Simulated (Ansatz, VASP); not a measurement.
# One calculation of BN, two programs

```
B N
1.0
     0.00000    1.74583    1.74583
     1.74583    0.00000    1.74583
     1.74583    1.74583    0.00000
B N
1 1
Direct
  0.00000 0.00000 0.00000
  0.50000 0.50000 0.50000
```

Alike in both runs: task single point; functional PBE; k mesh 8 × 8 × 8; occupations methfessel-paxton of order 1, width 0.001 eV; no spin polarisation.

|  | VASP | Ansatz |
| --- | --- | --- |
| version | VASP 6.6.1 | Ansatz 0.2.0 |
| potentials or method | VASP PAW PBE potentials, release 64 (B, N) | plane waves |
| plane-wave cutoff (eV) | 520 | 420 |
| valence electrons in the cell | 8 | 8 |

Ansatz gave:

| Item | Value |
| --- | --- |
| gap on the k mesh at the Fermi level (eV) | 1.34 |
| pressure (GPa) | 3.9 |

What did VASP give for the same quantities?

gap on the k mesh at the Fermi level (eV): 1.33; pressure (GPa): 3.8.

The functional is the same, so the differences come from potentials, cutoffs and numerics.

A k mesh can miss the band edges. As with any semilocal functional, this PBE gap is likely too small.
